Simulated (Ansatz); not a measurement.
MoS₂: pressure and energy less free atoms against volume scale

Results calculated with Ansatz 0.2.0, not measured. Periodic Kohn-Sham DFT of a crystal at fixed atoms, scaled to volume_scale times the given cell; pressure positive in compression, energy less spherical unpolarised free atoms, largest_vzz the field gradient of largest size among the nuclei.

The cell before it is scaled or strained (space group P6_3/mmc, No. 194):
```
cell vectors (Å)
   3.1610     0.0000     0.0000
  -1.5805     2.7375     0.0000
   0.0000     0.0000    12.2950
atoms (fractions of the cell vectors)
Mo  0.33333  0.66667  0.25000
Mo  0.66667  0.33333  0.75000
S   0.33333  0.66667  0.62750
S   0.66667  0.33333  0.12750
S   0.33333  0.66667  0.87250
S   0.66667  0.33333  0.37250
```

Settings of every row: method all-electron LAPW; functional PBE; relativity scalar; k mesh 10x10x3; filling fermi-dirac; smearing width 0.03 eV; basis error target 1 meV/atom; nucleus gaussian.

Atom start moment: 0 on all atoms.

Limits: a layered crystal: even scaling strains the bonds within the layers, so this curve is stiffer than the crystal under pressure.

```
row  volume scale  V (Å³/atom)  pressure (GPa)  energy less free atoms (eV/atom)
  1          0.94       16.668          21.222                           -7.1215
  2          0.96       17.023          16.689                           -7.1633
  3          0.98       17.377               ?                                 ?
  4          0.99       17.555          10.706                           -7.2086
  5             1       17.732           8.908                           -7.2194
  6          1.01       17.909           7.199                           -7.2283
  7          1.02       18.087           5.576                           -7.2354
  8          1.04       18.441           2.568                           -7.2443
  9          1.06       18.796          -0.147                           -7.2469
```

Question: what pressure and energy less free atoms should row 3 give?

Worked fit of pressure. Take u = (V_r/V)^(2/3) − 1 with V_r = 17.82 Å³ an atom, which is twice the finite (Eulerian) strain; such expansions in the strain, on which the Birch-Murnaghan equation of state is built, carry the rest volume and the bulk modulus. The shown rows have u = 0.04556, 0.03097, 0.01004, 0.00331, -0.00332, -0.00987, -0.02258, -0.03492. Least squares give pressure = 8.05 + 257.726 × u + 671.88 × u² + 381 × u³ GPa; a parabola predicts inner rows, each left out in turn, worse (root mean square 0.0066 against 0.0038 GPa). The rows lie off it by -0.001, 0.001, 0.000, -0.002, -0.003, 0.005, -0.001, 0.000 (root mean square 0.0023 GPa). The pressure vanishes at u = -0.0342, or V = 18.78 Å³ an atom, and there the bulk modulus at fixed shape and fractions is B = −V dP/dV = (2/3)(1 + u) dP/du = 137 GPa. Letting shape and atoms relax would as a rule lower it, by much in layered, chain or molecular crystals. The withheld row has u = 0.01692, so the fit gives 8.05 + 257.726 × (0.01692) + 671.88 × (0.01692)² + 381 × (0.01692)³ = 12.605 GPa.

The calculation gave 12.599 GPa. The fit lies 0.006 GPa (0.028 % of the column's range) above it; its largest miss of a shown row is 0.005 GPa.

Worked fit of energy less free atoms. Take u = (V_r/V)^(2/3) − 1 with V_r = 17.82 Å³ an atom, which is twice the finite (Eulerian) strain; such expansions in the strain, on which the Birch-Murnaghan equation of state is built, carry the rest volume and the bulk modulus. The shown rows have u = 0.04556, 0.03097, 0.01004, 0.00331, -0.00332, -0.00987, -0.02258, -0.03492. Least squares give energy less free atoms = −7.22406 + 1.3464 × u + 19.858 × u² eV/atom; a straight line predicts inner rows, each left out in turn, worse (root mean square 0.01 against 4.2e-05 eV/atom). The rows lie off it by 0.0000, 0.0000, -0.0001, 0.0000, 0.0000, 0.0000, 0.0000, 0.0000. Its lowest point lies at u = -0.0339, or V = 18.77 Å³ an atom, and the curvature there gives the bulk modulus at fixed shape and fractions, B = (4/9)(1 + u)² E″(u)/V = 141 GPa. Letting shape and atoms relax would as a rule lower it, by much in layered, chain or molecular crystals. The withheld row has u = 0.01692, so the fit gives −7.22406 + 1.3464 × (0.01692) + 19.858 × (0.01692)² = -7.1956 eV/atom.

The calculation gave -7.1957 eV/atom. The fit lies 0.0001 eV/atom (0.08 % of the column's range) above it, one unit of the last digit.
